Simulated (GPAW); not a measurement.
V: single point with PBE

The system is V.

```
CELL_PARAMETERS angstrom
-1.51435 1.51435 1.51435
1.51435 -1.51435 1.51435
1.51435 1.51435 -1.51435
ATOMIC_POSITIONS crystal
V 0.00000 0.00000 0.00000
```

```yaml
Program: GPAW 26.7.0
Task: single point
Functional: PBE
Potentials_or_basis: GPAW PAW data sets (gpaw-data 1.2.1)
Cutoff: 600 eV
Basis: pw
k_mesh: 12 × 12 × 12
Occupations: gaussian, width 0.022 eV
Spin: collinear spin, ferromagnetic start
Starting_moments: "[2.0] μB"
```

```
Pressure               : -4.2 GPa
Band gap on the k mesh : none (metal or under the smearing width)
Net moment             : 0.11 μB per cell
Site moments           : V +0.09 μB
```

Levels at points of the mesh, in eV from the Fermi level:
Spin up:
```
           k point  band 2  band 3  band 4  band 5  band 6  band 7  band 8  band 9  band 10  band 11
(0.00, 0.00, 0.00)  -37.15  -37.15  -37.15   -6.49    0.39    0.39    0.39    2.33     2.33    20.49
(0.50, 0.50, 0.00)  -37.96  -37.40  -37.16   -3.03   -1.07    1.53    2.32    2.66     3.94     9.85
(0.50, 0.50, 0.50)  -37.70  -37.70  -37.70   -2.81   -2.81    3.56    3.56    3.56     9.93     9.93
```
Spin down:
```csv
k point,band 2,band 3,band 4,band 5,band 6,band 7,band 8,band 9,band 10,band 11
"(0.00, 0.00, 0.00)",-37.06,-37.06,-37.06,-6.43,0.49,0.49,0.49,2.38,2.38,20.54
"(0.50, 0.50, 0.00)",-37.87,-37.32,-37.07,-2.96,-0.97,1.58,2.39,2.72,4.05,9.93
"(0.50, 0.50, 0.50)",-37.62,-37.62,-37.62,-2.77,-2.77,3.67,3.67,3.67,10.01,10.01
```

Wall time 31 s on 1 thread of Arm Neoverse V1 (shared host), peak memory 0.14 GiB.
